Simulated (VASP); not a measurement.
# Zn₁₂N: harmonic vibrations of an adsorbate, by atoms left free

Zn₁₂N, slab, 13 atoms in the cell. PBE, harmonic vibrations; PAW potentials Zn, N (PBE set).

| Atoms left free | Zero-point energy (eV) | Vibrational entropy at 298 K (meV/K) | Displaced cells | Ionic steps, all stages | Electronic steps, all stages | Time (s) |
|---|---|---|---|---|---|---|
| the adsorbate | 0.087 | 0.102 | 6 | 59 | 773 | 1018 |
| the adsorbate and the three nearest surface atoms | 0.142 | 1.728 | 24 | 77 | 988 | 1547 |
| the adsorbate and the four nearest surface atoms | 0.159 | 2.263 | 30 | 83 | 1044 | 1656 |

Limits: the slab is thin and the surface cell small, so the value carries both errors; the zero-point energy and the entropy count all atoms left free, so they grow with their number.

## Input of the first row

INCAR.step1:
```
SYSTEM = Zn12N
ALGO = Normal ; EDIFF = 1E-7
EDIFFG = -0.01 ; ENCUT = 400
IBRION = 2 ; ISIF = 2
ISMEAR = 1 ; KPAR = 2
LASPH = .TRUE. ; LCHARG = .FALSE.
LREAL = .FALSE. ; LWAVE = .FALSE.
NELM = 100 ; NSW = 100
POTIM = 0.5 ; PREC = Accurate
SIGMA = 0.1
```

INCAR.step2, as INCAR.step1 but for:
```
- EDIFFG = -0.01
- IBRION = 2
- ISIF = 2
- NSW = 100
- POTIM = 0.5
+ IBRION = 5
+ NFREE = 2
+ NSW = 1
+ POTIM = 0.015
```

KPOINTS:
```
k-points
0
Gamma
  4 4 1
```

POSCAR.step1:
```
Zn12N
1.0
    5.5572257325      0.0000000000      0.0000000000
    2.7786128662      4.8126986589      0.0000000000
    0.0000000000      0.0000000000     19.7074558100
Zn N
12 1
Selective dynamics
Direct
    0.1666666667      0.1666666667      0.3044533022  F F F
    0.6666666667      0.1666666667      0.3044533022  F F F
    0.1666666667      0.6666666667      0.3044533022  F F F
    0.6666666667      0.6666666667      0.3044533022  F F F
   -0.1666666667      0.3333333333      0.4195735860  T T T
    0.3333333333      0.3333333333      0.4195735860  T T T
   -0.1666666667      0.8333333333      0.4195735860  T T T
    0.3333333333      0.8333333333      0.4195735860  T T T
    0.0000000000      0.0000000000      0.5346938698  T T T
    0.5000000000      0.0000000000      0.5346938698  T T T
    0.0000000000      0.5000000000      0.5346938698  T T T
    0.5000000000      0.5000000000      0.5346938698  T T T
    0.1666666667      0.1666666667      0.5891404542  T T T
```

POSCAR.step2:
```
Zn12N
1.0
    5.5572257325      0.0000000000      0.0000000000
    2.7786128662      4.8126986589      0.0000000000
    0.0000000000      0.0000000000     19.7074558100
Zn N
12 1
Selective dynamics
Direct
    0.1666666667      0.1666666667      0.3044533022  F F F
    0.6666666667      0.1666666667      0.3044533022  F F F
    0.1666666667      0.6666666667      0.3044533022  F F F
    0.6666666667      0.6666666667      0.3044533022  F F F
    0.8368816493      0.3315591753      0.4251528211  F F F
    0.3315591753      0.3315591753      0.4251528211  F F F
    0.8333333333      0.8333333333      0.4301630604  F F F
    0.3315591753      0.8368816493      0.4251528211  F F F
    0.9860315546      0.9860315546      0.5638442737  F F F
    0.5279368909      0.9860315546      0.5638442737  F F F
    0.9860315546      0.5279368909      0.5638442737  F F F
    0.5000000000      0.5000000000      0.5354068117  F F F
    0.1666666667      0.1666666667      0.6024217395  T T T
```

Commands (each step's output is kept before the next begins):
```
cat potpaw_PBE.64/Zn/POTCAR potpaw_PBE.64/N/POTCAR > POTCAR
cp INCAR.step1 INCAR
cp POSCAR.step1 POSCAR
mpirun -np 8 vasp_std > vasp.out
# POSCAR: the relaxed cell, only the named atoms free
cp INCAR.step2 INCAR
cp POSCAR.step2 POSCAR
mpirun -np 8 vasp_std > vasp.out
```

VASP 6.6.1 took 1018 s on 8 cores (Intel Xeon 6975P-C (Granite Rapids)), a shared host.
